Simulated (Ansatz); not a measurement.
# NbH₂: all-electron results

```
Nb H
1.0
     0.00000    2.28150    2.28150
     2.28150    0.00000    2.28150
     2.28150    2.28150    0.00000
Nb H
1 2
Direct
  0.00000 0.00000 0.00000
  0.25000 0.25000 0.25000
  0.75000 0.75000 0.75000
```

Atoms are numbered in the order listed.

The geometry is COD entry 9009022, unchecked; take it as a test cell.

Spin polarisation is left out, and whether a magnetic state lies lower isn't shown here.

Methods: DFT, LDA, all-electron LAPW, scalar-relativistic (Ansatz 0.2.0); DFT, LDA, PAW with Ansatz's default frozen-core files, scalar-relativistic (Ansatz 0.2.0).

For LAPW: a Γ-centred 15×15×15 k mesh, Fermi–Dirac smearing of 0.03 eV, basis error target 1 meV/atom, no spin polarisation. PAW takes a cutoff of 420 eV at this cell (files made with PBE, cores remade for this functional). The Ansatz runs share mesh, smearing and spin set-up. Values come from LAPW unless marked.

```
Band gap        : none: with an odd electron count and no spin polarisation the bands can't all be full, a metal in this set-up (spin order or a larger cell could open a gap)
Volume per atom : 7.92 Å³
```

Task: Give the computed value. Density of states at the Fermi level (0.2 eV bin).

Result: 0.96 states/eV per cell.

Task: Give the computed value. Löwdin charges (with 0.04 e of the cell spilling out of the atomic basis, so their sizes and signs hang on that basis).

Result: Nb1 0.20, H2 -0.08 e.

Task: Predict this quantity. Bader charges (from the PAW run).

Result: Nb1 +1.17, H2 -0.59 e.

Task: Pressure at this cell: what does the calculation give?

Result: -81.9 kbar.
